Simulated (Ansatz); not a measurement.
# MgS: the band gap up the ladder of functionals

An exercise on one series of results from a longer session: the logs are not shown, and one member is left open.

Program: Ansatz 0.2.0. PAW datasets, plane waves. (Simulation; spin polarisation is off.)

### The structure to begin with

The cell was relaxed beforehand with r2SCAN.

Space group Fm-3m (No. 225), cubic; conventional cell a = 5.203 Å, 17.61 Å³ an atom. Around Mg lie 6 S at 2.60 Å; around S lie 6 Mg at 2.60 Å.

The structure in full:

```cif
data_structure
_symmetry_space_group_name_H-M 'Fm-3m'
_symmetry_Int_Tables_number 225
_cell_length_a 5.2030
_cell_length_b 5.2030
_cell_length_c 5.2030
_cell_angle_alpha 90.000
_cell_angle_beta 90.000
_cell_angle_gamma 90.000
_cell_volume 140.85
loop_
_atom_site_label
_atom_site_type_symbol
_atom_site_symmetry_multiplicity
_atom_site_Wyckoff_symbol
_atom_site_fract_x
_atom_site_fract_y
_atom_site_fract_z
_atom_site_occupancy
Mg1 Mg 4 a 0.00000 0.00000 0.00000 1
S1 S 4 b 0.50000 0.00000 0.00000 1
```

The first run:

Contents of input.yaml:

```yaml
crystal:
  lattice:
    - [0.0, 2.6015179362, 2.6015179362]
    - [2.6015179362, 0.0, 2.6015179362]
    - [2.6015179362, 2.6015179362, 0.0]
  atoms:
    - { symbol: Mg, position: [0.0, 0.0, 0.0] }
    - { symbol: S, position: [0.5, 0.5, 0.5] }
kpoints:
  mp_grid: { grid: [8, 8, 8] }
  band_path:
    path:
      - [[0.0, 0.0, 0.0], [0.5, 8.813742679184e-35, 0.5], [0.625, 0.25, 0.625]]
      - [[0.375, 0.375, 0.75], [0.0, 0.0, 0.0], [0.5, 0.5, 0.5], [0.5, 0.25, 0.75], [0.5, 8.813742679184e-35, 0.5]]
    npoints: 10
hamiltonian:
  xc: pbe
scf:
  occupations: { method: fermi_dirac, width: 0.02 }
  n_extra_bands: 4
output:
  forces: true
  stress: true
  eigenvalues: true
  write_density: true
  write_potential: true
  elf: true
  volumetric_format: npy
```

Launch:

```
$ ansatz run input.yaml --threads 2 --pin off --max-ram 2211MiB --backend cpu --events-out ev --progress --plain --runs-dir out
```

Among the steps run: PBE band path; r2SCAN at the same geometry; HSE06 at the same geometry; Quasiparticle levels, G0W0@PBE; Single point with PBE0.

One table of the session follows, with a row left open; its other results are not shown here.

```
                     level  gap (eV)
                       PBE      2.79
                    r2SCAN         ?
                     HSE06      3.80
G0W0@PBE (105 empty bands)      4.15
                      PBE0      4.53
```

Estimate the missing values for r2SCAN.

As computed: gap (eV): 3.46. In the column «gap (eV)» it lies between PBE (2.79) and HSE06 (3.80).

Meshes: PBE 8×8×8, r2SCAN 8×8×8, HSE06 6×6×6, PBE0 6×6×6

In words: The gap runs from 2.79 eV (PBE) to 4.53 eV (PBE0). PBE reaches 67 % of the G0W0@PBE value, and r2SCAN 84 %. PBE0 lies 0.72 eV above HSE06, which differs from it by screening the long-range exchange. No extrapolation in bands, cutoff or mesh was made for G0W0.

To keep in mind: Warnings in the runs' records: stress scf threshold loose, stress exchange threshold loose.
